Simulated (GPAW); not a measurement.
# CuO (Tenorite) (C2/c) in GPAW: reference runs

Aim: a first look at CuO (Tenorite) with PBE, on the cell as given.

Program: GPAW 26.7.0. These are calculated values, not measurements. Logs are shortened: lines on timing, memory, paths and dates and some standing lists are left out, and cuts for length are marked. The log counts tension as positive stress, the text compression.

**1. Starting point**

Symmetry: C2/c, No. 15, monoclinic system. The conventional cell has a = 4.684 Å, b = 3.423 Å, c = 5.129 Å, α = 90.00°, β = 99.54°, γ = 90.00°. Cu (site symmetry -1) has 4 O at 1.95 to 1.96 Å as nearest neighbours. O (site symmetry 2) is surrounded by 4 Cu at 1.95 to 1.96 Å.

**2. Single point, PBE**

Input file run.py:

```python
from ase import Atoms
from ase.dft.bandgap import bandgap
from ase.io import write
from ase.units import GPa
from gpaw import GPAW, PW

atoms = Atoms(['Cu', 'Cu', 'O', 'O'],
              cell=[[2.34185, -1.7113, 0.0],
                    [2.34185, 1.7113, 0.0],
                    [-0.8500274268, 0.0, 5.0578693947]],
              scaled_positions=[[0.5, 0.0, 0.5],
                                [0.0, 0.5, 0.0],
                                [0.4184, 0.5816, 0.75],
                                [0.5816, 0.4184, 0.25]],
              pbc=True)

calc = GPAW(mode=PW(800),
            xc='PBE',
            kpts={'size': (10, 10, 5), 'gamma': True},
            occupations={'name': 'fermi-dirac', 'width': 0.05},
            nbands=33,
            convergence={'density': 1e-05, 'energy': 1e-05},
            maxiter=150,
            txt='gpaw.txt')
atoms.calc = calc
energy = atoms.get_potential_energy()
forces = atoms.get_forces()
stress = atoms.get_stress()
calc.write('gs.gpw')
write('result.traj', atoms)
print(f'Energy: {energy:.6f} eV')
print('Forces (eV/A):')
print(forces.round(4))
print('Stress (GPa):', (stress / GPa).round(3))
print('Fermi level:', round(calc.get_fermi_level(), 4), 'eV')
print(f'Gap: {bandgap(calc)[0]:.4f} eV, direct: {bandgap(calc, direct=True)[0]:.4f} eV')
```

Potentials or basis: GPAW PAW data sets (gpaw-data 1.2.1), pw.

On the command line:

```sh
> OMP_NUM_THREADS=1 python run.py
```

gpaw.txt:

```text
__  _  _
 | _ |_)|_||  |
 |__||  | ||/\| - 26.7.0

Input parameters:
  mode=PW(ecut=800.0),
  convergence={'density': 1e-05, 'energy': 1e-05},
  kpts=MonkhorstPack(size=(10, 10, 5), gamma=True),
  maxiter=150,
  nbands=33,
  occupations=Occupations(name='fermi-dirac', width=0.05),
  xc=XC(name='PBE')

Diagonalizing LCAO Hamiltonian
Converting LCAO to pw mode

          O

       Cu
           O
         Cu

Atoms  # Å, Bohr magnetons
|   | symbol |        x |         y |        z |    initial magnetic moments |
|---|--------|----------|-----------|----------|-----------------------------|
| 0 |     Cu | 0.745911 | -0.855650 | 2.528935 | ( 0.0000,  0.0000,  0.0000) |
| 1 |     Cu | 1.170925 |  0.855650 | 0.000000 | ( 0.0000,  0.0000,  0.0000) |
| 2 |      O | 1.704329 |  0.279284 | 3.793402 | ( 0.0000,  0.0000,  0.0000) |
| 3 |      O | 2.129343 | -0.279284 | 1.264467 | ( 0.0000,  0.0000,  0.0000) |

Unit cell  # Å
| periodic |         x |         y |        z |  lengths |    angles |
|----------|-----------|-----------|----------|----------|-----------|
|      yes |  2.341850 | -1.711300 | 0.000000 | 2.900484 | 97.690119 |
|      yes |  2.341850 |  1.711300 | 0.000000 | 2.900484 | 97.690119 |
|      yes | -0.850027 |  0.000000 | 5.057869 | 5.128800 | 72.314715 |

Number of symmetries: 2
Symmetry operations  # r_c * U_cc + t_c -> r_c
|   | kind |            matrix            |
|---|------|------------------------------|
| 0 |  E   |  1, 0, 0,  0, 1, 0,  0, 0, 1 |
| 1 |  i   | -1, 0, 0,  0,-1, 0,  0, 0,-1 |

BZ-sampling:
  Number of BZ points: 500
  Number of IBZ points: 252

  Monkhorst-Pack size: [10, 10, 5]
  Monkhorst-Pack shift: [0.05, 0.05, 0.0]

K-points  # in reciprocal-cell coordinates
|     |                                coordinates |     weight |
|-----|--------------------------------------------|------------|
|   0 | (  0.00000000,   0.00000000,   0.00000000) | 0.00200000 |
|   1 | (  0.00000000,   0.00000000,   0.20000000) | 0.00400000 |
|   2 | (  0.00000000,   0.00000000,   0.40000000) | 0.00400000 |
|   3 | (  0.00000000,   0.10000000,  -0.40000000) | 0.00400000 |
|   4 | (  0.00000000,   0.10000000,  -0.20000000) | 0.00400000 |
|   5 | (  0.00000000,   0.10000000,   0.00000000) | 0.00400000 |
|   6 | (  0.00000000,   0.10000000,   0.20000000) | 0.00400000 |
|   7 | (  0.00000000,   0.10000000,   0.40000000) | 0.00400000 |
|   8 | (  0.00000000,   0.20000000,  -0.40000000) | 0.00400000 |
|   9 | (  0.00000000,   0.20000000,  -0.20000000) | 0.00400000 |
| ... |                                            |            |
| 251 | (  0.50000000,   0.50000000,   0.40000000) | 0.00400000 |

Plane wave coefficients: 2099
Cutoff: 800.0 eV

Spin-components: 1 (collinear spins)
Bands:           33
Projectors:      22
Spin-degeneracy: 2
Datatype:        complex128

Density:
  Valence electrons: 34.0
  Components: 1
  Grid points: [20 20 35]
  Charge: 0.0  # |e|

Potential:
  Grid points: [20 20 35]

species:
  Cu:
    name:    Copper
    Z:       29.0
    valence: 11
    core:    18
    charge:  0.0  # [|e|]
    compensation charges:
      type: gauss
      rc: 0.33  # [Å]
      lmax: 2
    cutoffs:
      filter: 2.06  # [Å]
      core: 2.43  # [Å]
    projectors
    | kind |    occ | energy [eV] | rcut [Å] |
    |------|--------|-------------|----------|
    |   4s |  1.000 |      -4.609 |    1.164 |
    |   4p |  0.000 |      -0.698 |    1.164 |
    |   3d | 10.000 |      -5.039 |    1.058 |
    |    s |        |      22.603 |    1.164 |
    |    p |        |      26.513 |    1.164 |
    |    d |        |      22.172 |    1.058 |

    Using partial waves for Cu as LCAO basis

  O:
    name:    Oxygen
    Z:       8.0
    valence: 6
    core:    2
    charge:  0.0  # [|e|]
    compensation charges:
      type: gauss
      rc: 0.21  # [Å]
      lmax: 2
    cutoffs:
      filter: 1.17  # [Å]
      core: 0.83  # [Å]
    projectors
    | kind |    occ | energy [eV] | rcut [Å] |
    |------|--------|-------------|----------|
    |   2s |  2.000 |     -23.961 |    0.688 |
    |   2p |  4.000 |      -9.029 |    0.598 |
    |    s |        |       3.251 |    0.688 |
    |    p |        |      18.182 |    0.598 |
    |    d |        |       0.000 |    0.619 |

    Using partial waves for O as LCAO basis

Reference energy: -94124.608285  # eV

eigensolver:
  PPCG
  Converge bands: occupied
  niter=2

density mixing:
  MSR1-Mixer
  Pratt-step length: 0.05
  Maximum mixing coefficient: 0.75
  Old densities: 10
  SVD Regularization: 0.005
  Good broyden scale: 1.0
  Trust region scale: 1.0
  Backstep threshold: 4.0
  History deletion threshold: 6.0
  Fourier metric: weight=20.0, sigma=0.015

occupation numbers:
  Fermi-Dirac:
    width: 0.0500  # eV

poisson solver:
  ecut: 6400.0  # eV

xc functional:
  name: PBE with 2 nearest neighbor stencil

convergence criteria:
- Maximum integral of absolute [dens]ity change: 1e-05 electrons / valence electron
- Maximum [total energy] change in last 3 cyles: 1e-05 eV / valence electron
- Maximum integral of absolute [eigenst]ate change: 4e-08 eV^2 / valence electron
maximum number of iterations: 150

SCF iterations
|iter     | |      energy | eigst |  dens |
|---------|-|-------------|-------|-------|
|iter:   1| |  -25.868688 | +0.20 |       |
|iter:   2| |  -23.368724 | -1.83 | -0.89 |
|iter:   3| |  -19.877036 | -1.21 | -0.99 |
|iter:   4| |  -19.830925 | -3.30 | -1.59 |
|iter:   5| |  -20.007728 | -2.79 | -1.73 |
|iter:   6| |  -19.796679 | -2.89 | -1.52 |
|iter:   7| |  -19.792624 | -3.64 | -2.40 |
|iter:   8| |  -19.792419 | -5.22 | -2.80 |
|iter:   9| |  -19.792435c| -5.96 | -3.20 |
|iter:  10| |  -19.792434c| -6.69 | -3.64 |
|iter:  11| |  -19.792433c| -8.06c| -4.43 |
|iter:  12| |  -19.792433c| -8.23c| -5.08c|

Converged in 12 steps
Energy contributions relative to reference atoms: (reference = -94124.608285)

Energy contributions:
  Kinetic:           2.218274
  Coulomb:          -7.469395
  Zero:              0.628706
  External:          0.000000
  Xc:              -15.160404
  Entropy:          -0.019228
  Spinorbit:         0.000000
  ----------------------------
  Free energy:     -19.802047
  Extrapolated:    -19.792433

dipole moment: (-8.311200, -0.000000, -10.965194)  # |e|*Ang

Fermi level: 6.547
Eigenvalues  # (at kpt = [0.000, 0.000, 0.000])
| band index |      eig [eV] | occ [0-2] |
|------------|---------------|-----------|
|          0 |       -13.381 |     2.000 |
|        ... |               |           |
|          8 |         3.469 |     2.000 |
|          9 |         3.560 |     2.000 |
|         10 |         3.869 |     2.000 |
|         11 |         3.916 |     2.000 |
|         12 |         4.148 |     2.000 |
|         13 |         4.314 |     2.000 |
[... 8 lines left out ...]
|         22 |        22.255 |     0.000 |
|         23 |        22.986 |     0.000 |
|        ... |               |           |
|         32 |        30.110 |     0.000 |

No gap
No difference between direct/indirect transitions

Forces  # eV/Ang
|        x |        y |        z |
|----------|----------|----------|
|  0.00000 |  0.00000 |  0.00000 |  # Cu   0
|  0.00000 |  0.00000 |  0.00000 |  # Cu   1
| -0.00001 | -0.17494 | -0.00009 |  # O    2
|  0.00001 |  0.17494 |  0.00009 |  # O    3

Stress tensor  # eV/Ang^3
|         x |         y |         z |
|-----------|-----------|-----------|
| -0.049534 | -0.000000 |  0.009783 |
| -0.000000 | -0.050901 | -0.000000 |
|  0.009783 | -0.000000 | -0.047356 |

# Writing to gs.gpw (mode='')
```

Run time: 5 min. Hardware: 1 thread of Arm Neoverse V2, shared host; peak memory 0.55 GiB.

What came out:

* Free energy: -19.8020 eV
* Pressure: 7.9 GPa
* Largest force: 0.175 eV/Å
* Band gap on the k mesh: none (metal or under the smearing width)

Forces on the atoms (eV/Å):
```
Cu   0.000  0.000  0.000
Cu   0.000  0.000  0.000
O    0.000 -0.175  0.000
O    0.000  0.175  0.000
```

Stress tensor (GPa, compression positive):
```
 7.94  0.00 -1.57
 0.00  8.16  0.00
-1.57  0.00  7.59
```

Levels at points of the mesh, in eV from the Fermi level:
| k point | band 13 | band 14 | band 15 | band 16 | band 17 | band 18 | band 19 | band 20 | band 21 | band 22 |
| --- | --- | --- | --- | --- | --- | --- | --- | --- | --- | --- |
| (0.00, 0.00, 0.00) | -2.40 | -2.23 | -2.17 | -1.67 | 0.21 | 0.94 | 1.72 | 6.04 | 8.17 | 13.38 |
| (0.00, 0.50, 0.00) | -2.07 | -1.61 | -1.52 | -1.42 | 0.01 | 0.25 | 4.86 | 6.31 | 6.95 | 11.12 |
| (0.50, 0.00, 0.00) | -2.07 | -1.61 | -1.52 | -1.42 | 0.01 | 0.25 | 4.86 | 6.31 | 6.95 | 11.12 |
| (0.50, 0.50, 0.00) | -2.15 | -2.14 | -1.67 | -1.23 | -0.67 | 1.07 | 3.34 | 7.10 | 8.51 | 10.03 |

Caveat: with this Cu data set, volumes or pressures lay over 1.5 % or 2 GPa off other programs in two to four cells of ten; the run has no spin polarisation, though such a crystal can be magnetic; semilocal functionals often make such compounds metallic where correlation or magnetic order opens a gap, which also shifts bond lengths.
